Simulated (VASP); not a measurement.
Energy against volume of CoPt (L1_0). These are PBE GGA, VASP's PBE PAW potentials (set 64) (plane waves; VASP) values and carry that method's errors. Run with 520 eV cut-off, 13×13×10 Γ-centred mesh, first-order Methfessel-Paxton smearing of 0.10 eV, potentials Co Pt.

Shape and ions are relaxed at each volume.

```json
[
 {"V (Å³/atom)": "12.676", "E (eV/atom)": "-6.62029"},
 {"V (Å³/atom)": "13.080", "E (eV/atom)": "-6.64882"},
 {"V (Å³/atom)": "13.485", "E (eV/atom)": "-6.65770"},
 {"V (Å³/atom)": "13.889", "E (eV/atom)": "-6.65001"}
]
```

**Question.** Fit these four points and predict the energy of the run at 14.294 Å³/atom.

**Answer.** A cubic in V^(−2/3), the third-order Birch-Murnaghan form, passes through the four points with V0 = 13.49 Å³/atom and B0 = 218 GPa, and gives -6.6283 eV/atom there. The run gave -6.6285 eV/atom, -0.2 meV/atom from the fit; all five points give B0 = 217 GPa.

The compound is CoPt in the L1_0 structure. It was relaxed first.
